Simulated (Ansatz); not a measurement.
**Li2O under changes of volume**

One of the cells (8.399 Å³/atom); the others are scaled copies at fixed shape and fractional positions:

```xyz
3
Lattice="0.0000 2.3269 2.3269 2.3269 0.0000 2.3269 2.3269 2.3269 0.0000" Properties=species:S:1:pos:R:3 pbc="T T T"
O     0.0000    0.0000    0.0000
Li    1.1634    1.1634    1.1634
Li    3.4903    3.4903    3.4903
```

The cell comes from a database or a generator and needn't be the stable form of this composition.

* Program: Ansatz 0.2.0
* Functional: PBE
* Potentials or basis: Ansatz PAW
* Cutoff: 420 eV (not typed: the program's choice for these potentials)
* k mesh: 10 × 10 × 10
* Occupations: fermi-dirac, width 0.05 eV
* Spin: no spin polarisation

```csv
volume (Å³/atom),energy over the lowest point (meV/atom),pressure (GPa),gap on the mesh (eV)
7.895,4.07,3.8,5.07
8.063,1.09,1.9,5.03
8.231,0.00,0.2,4.99
8.399,0.67,-1.4,4.95
8.567,2.82,-2.8,4.91
8.735,6.42,-4.1,4.83
8.903,?,?,?
```

**Question.** What does the run at 8.903 Å³/atom give?

**Answer.** Energy over the lowest point 11.32 meV/atom; pressure -5.2 GPa; gap on the mesh 4.70 eV.

Worked out: A Birch-Murnaghan fit of order 3 (a polynomial in V^(-2/3)) to the other rows has its minimum at 8.25 Å³/atom with B0 = V·E''(V) = 79 GPa and B' = 4.1. It gives 11.26 meV/atom at 8.903 Å³/atom, against the run's 11.32, and -dE/dV = -5.2 GPa, against -5.2. A parabola through the other rows of the gap, of slope -3.61 eV per unit of ln V there, extrapolates to 4.77 eV, against the run's 4.70.

Energies are extrapolated to zero smearing.

A mesh can miss the band edges.
